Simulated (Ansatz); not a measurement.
## C: clamped-ion strain scan

The calculation used DFT PBE+D3(BJ), scalar-relativistic, plane waves, PAW in Ansatz. Cutoff 420 eV, Γ-centred 24×24×2 k-points, Gaussian smearing of 0.15 eV. No spin polarisation. Energies are free energies at this smearing, counted from the undisturbed cell; pressure is positive in compression.

The starting cell (relaxed at this level; this form isn't the usual structure):

```xyz
4
Lattice="2.4653 0.0000 0.0000 -1.2326 2.1350 0.0000 0.0000 0.0000 23.9223" Properties=species:S:1:pos:R:3 pbc="T T T"
C     0.0000    0.0000   13.6634
C     0.0000    0.0000   10.2589
C     0.0000    1.4233   10.2584
C     1.2326    0.7117   13.6638
```

The cell is strained by ε times the Voigt pattern (1, -1, 0, 0, 0, 0) (xx, yy, zz, yz, xz, xy; engineering shear) with fractional coordinates fixed.

```
      ε  ΔE (meV/atom)
-0.1500         1186.1
-0.1125          656.9
-0.0750          286.9
-0.0375           70.9
 0.0000            0.0
 0.0375           71.2
 0.0750          288.5
 0.1125          661.4
 0.1312          909.8
 0.1500         1204.4
```

Task: Predict the stress summed along the pattern (GPa, tension positive) at each point.

Result:
```csv
ε,"stress summed along the pattern (GPa, tension positive)"
-0.1500,-78.72
-0.1125,-59.38
-0.0750,-38.96
-0.0375,-19.29
0.0000,0.00
0.0375,19.34
0.0750,39.18
0.1125,59.72
0.1312,70.16
0.1500,80.98
```

Cost: 10 runs of about 2 core-minutes in all, on Intel Xeon 6975P-C (Granite Rapids) (shared hosts).